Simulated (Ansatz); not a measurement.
# TiCo: the cost of one run

Computed with Ansatz 0.2.0 (DFT PBE, scalar-relativistic, plane waves, PAW, unless a step's input says otherwise).

1 further run of the same task is left out (it didn't finish).

## (1) The starting structure

The structure is hexagonal, space group P6/mmm (No. 191). The conventional cell has a = 2.467 Å, b = 2.467 Å, c = 4.742 Å, α = 90.00°, β = 90.00°, γ = 120.00°. Around Ti (site symmetry 6/mmm) lie 2 Co at 2.37 Å and 6 Ti at 2.47 Å. Co (site symmetry 6/mmm) is surrounded by 2 Ti at 2.37 Å and 6 Co at 2.47 Å.

As a file:

```
Ti Co
1.0
     2.46672    0.00000    0.00000
    -1.23336    2.13625    0.00000
     0.00000    0.00000    4.74171
Ti Co
1 1
Direct
  0.00000 0.00000 0.00000
  0.00000 0.00000 0.50000
```

The cell is invented: random cell by space group and Wyckoff sites (P6/mmm, No. 191). The dimensions are guesses.

## (2) The guess as it stands, on a coarse mesh

input.yaml

```yaml
crystal:
  lattice:
    - [2.46672435, 0.0, 0.0]
    - [-1.23336217, 2.13624595, 0.0]
    - [0.0, 0.0, 4.7417074]
  atoms:
    - { symbol: Ti, position: [0.0, 0.0, 0.0] }
    - { symbol: Co, position: [0.0, 0.0, 0.5], spin: 3.0 }
basis:
  ecutwfc: 420
kpoints:
  mp_grid: { grid: [12, 12, 4] }
hamiltonian:
  xc: pbe
scf:
  occupations: { method: gaussian, width: 0.1 }
  lower_state_search: "off"
output:
  forces: true
  stress: true
  eigenvalues: true
  populations: true
magnetization:
  spin_polarized: true
```

Launch:

```sh
> ansatz run input.yaml --threads 1 --pin off --max-ram 2560MiB --backend cpu --events-out ev --progress --plain --runs-dir out
```

**Question.** How long does this run take on 1 thread of Arm Neoverse V2, shared host, and how much memory does it need?

About 11 s, with a peak of 0.33 GiB.
